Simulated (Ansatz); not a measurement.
Input for Ansatz (plane-wave DFT, PAW):

```yaml
crystal:
  lattice:
    - [2.632896, 0.0, 0.0]
    - [0.0, 2.632896, 0.0]
    - [0.0, 0.0, 3.6711744]
  atoms:
    - { symbol: Cu, position: [0.5, 0.5, 0.4918256131] }
    - { symbol: Au, position: [0.0, 0.0, 0.0081743869] }
basis:
  ecutwfc: 420
kpoints:
  mp_grid: { grid: [14, 14, 10] }
hamiltonian:
  xc: pbe
scf:
  occupations: { method: gaussian, width: 0.1 }
output:
  forces: true
  stress: true
  eigenvalues: true
```

It can be run as
```bash
ansatz run input.yaml --threads 1 --pin off --backend cpu --events-out ev --progress --plain --runs-dir out  # memory cap (--max-ram) not shown
```

Level of theory: DFT PBE, scalar-relativistic, plane waves, PAW in Ansatz 0.2.0.

Part of what the program printed, abridged:

```
Pseudopotentials: kind: paw
Pseudopotential: Cu, paw, valence charge 19, recommended cutoff 420 eV (normal)
Pseudopotential: Au, paw, valence charge 19, recommended cutoff 420 eV (normal)
Functional definition: PBE
Crystal: 2 atoms, lattice volume = 25.449 Å³
Basis set: ecut = 420 eV, 505 PW (Γ), exchange–correlation on 36×36×50 points (8 copies of the dense FFT grid, shifted against one another)
Bands: 23, of which v1, the nominal top of the filled ones, is band 19 counted from 1 (18 counted from 0)
Symmetry: 8 space group operations
Space group: P4mm (ITA 99), of the structure as read, at distance tolerance 2.9e-5 Å
k-points: 216 of 1960 (time reversal used)
Initial density: superposition of atomic densities (neutral atoms: chi_scale 0, normalization atom), corrected by the library's trained network
Initial wavefunctions: pseudopotential atomic-orbital guess
Functional: x = pbe(κ = 0.804, μ = 0.21951497), c = pbe(β = 0.06672455)
SCF iter   1: F=—  HF=-19774.107949 eV  |F-HF|=—  |Δ(HF+E_count)|=         —  Δρ=1.81e-3  dr2=1.95e-4  ethr=1.77e-3  ⟨swp⟩=4.9  Hψ=18618  notcnv=0
SCF iter   2: F=—  HF=-19774.108494 eV  |F-HF|=—  |Δ(HF+E_count)|=   5.45e-4  Δρ=9.66e-4  dr2=6.84e-5  ethr=5.14e-7  ⟨swp⟩=2.7  Hψ=12049  notcnv=0
SCF iter   3: F=—  HF=-19774.108554 eV  |F-HF|=—  |Δ(HF+E_count)|=   5.95e-5  Δρ=3.83e-4  dr2=1.72e-5  ethr=1.80e-7  ⟨swp⟩=2.0  Hψ=7237  notcnv=0
SCF iter   4: F=—  HF=-19774.108553 eV  |F-HF|=—  |Δ(HF+E_count)|=   1.14e-6  Δρ=4.16e-5  dr2=5.24e-7  ethr=4.53e-8  ⟨swp⟩=2.1  Hψ=6846  notcnv=0
SCF iter   5: F=—  HF=-19774.108552 eV  |F-HF|=—  |Δ(HF+E_count)|=   9.81e-8  Δρ=2.02e-5  dr2=1.01e-7  ethr=1.38e-9  ⟨swp⟩=2.0  Hψ=7278  notcnv=0
SCF iter   6: F=-19774.108552 eV  HF=-19774.108552 eV  |F-HF|=2.73e-9  |Δ(HF+E_count)|=   8.93e-9  Δρ=6.81e-6  dr2=5.71e-9  ethr=2.63e-10  ⟨swp⟩=4.4  Hψ=17340  notcnv=0
SCF 1 converged in 6 iterations: F = -19774.108552 eV  dr2 = 5.71e-9
SCF converged after 6 iterations
Free energy (F): -19774.108552 eV
Harris-Foulkes:  -19774.108552 eV  (|F-HF|=2.73e-9)
Internal energy: -19774.105386 eV  (E = F + TS)
E sigma→0 (E₀):  -19774.106969 eV
Entropy (-TS):   -0.003166 eV (-1.583 meV/atom)
Fermi energy:    22.675188 eV
--- Per-component energies (eV) ---
  E_band       = -440.177780
  E_kinetic    = 910.604254
  E_local      = -5457.347653  (includes V_loc(G=0)·N_el)
  E_nonlocal   = 467.000928
  E_hartree    = 2426.398497
  E_xc         = -320.466213
  E_vxc        = -394.830885  (∫ρ·V_xc dr)
  E_paw        = -11372.299066  (= ΣΔE_a)
  E_vpaw       = -818.397848  (= ΣTr[D̂ρ^β])
  E_aug_tail   = 0.001703  (compensation charges beyond the density's cutoff)
  E_ewald      = -6427.997836
  E_smearing   = -0.003166  (= −TS)
--- Forces (eV/Å), atoms counted from 1 ---
  atom   1  Cu     0.00000000     0.00000000     0.76941659
  atom   2  Au     0.00000000     0.00000000    -0.76943094
--- Stress (GPa, compression-positive) ---
       41.013118       0.000000       0.000000
        0.000000      41.013118       0.000000
        0.000000       0.000000      32.326668
  P = ⅓ Tr σ = 38.1176 GPa (381.176 kbar)
--- Band table (eV; the first three rows and the last of 216) ---
  k-point 0: bands = ["-90.0130", "-83.7945", "-47.4130", "-47.3794", "-47.3794", "-35.2291", "-35.1099", "-35.1099", "11.4292", "14.6294", "14.8639", "18.0692", "18.0692", "19.1235", "19.5716", "20.0227", "20.7833", "21.0538", "21.0538", "23.6111", "30.6963", "34.0175", "34.0175"]
  k-point 1: bands = ["-90.0130", "-83.7945", "-47.4130", "-47.3794", "-47.3794", "-35.2298", "-35.1099", "-35.1099", "11.5507", "14.6495", "14.9099", "18.1051", "18.1051", "19.0887", "19.5925", "19.9730", "20.7596", "20.9638", "20.9638", "22.9321", "31.5437", "34.2650", "34.2650"]
  k-point 2: bands = ["-90.0130", "-83.7945", "-47.4129", "-47.3793", "-47.3793", "-35.2317", "-35.1099", "-35.1099", "11.8984", "14.7037", "15.0402", "18.2085", "18.2085", "18.9964", "19.6514", "19.8184", "20.6933", "20.7232", "20.7232", "21.5155", "33.4590", "34.9756", "34.9756"]
  k-point 215: bands = ["-90.0069", "-83.7623", "-47.4164", "-47.4164", "-47.4056", "-35.4064", "-35.4064", "-35.1731", "14.5547", "15.9148", "15.9148", "18.3171", "18.8819", "18.8819", "19.0350", "20.0761", "20.8921", "21.3651", "28.5537", "28.5537", "28.8230", "30.0542", "30.0542"]
```

The run converged.

Spin–orbit coupling is left out, which can shift energies with elements as heavy as these.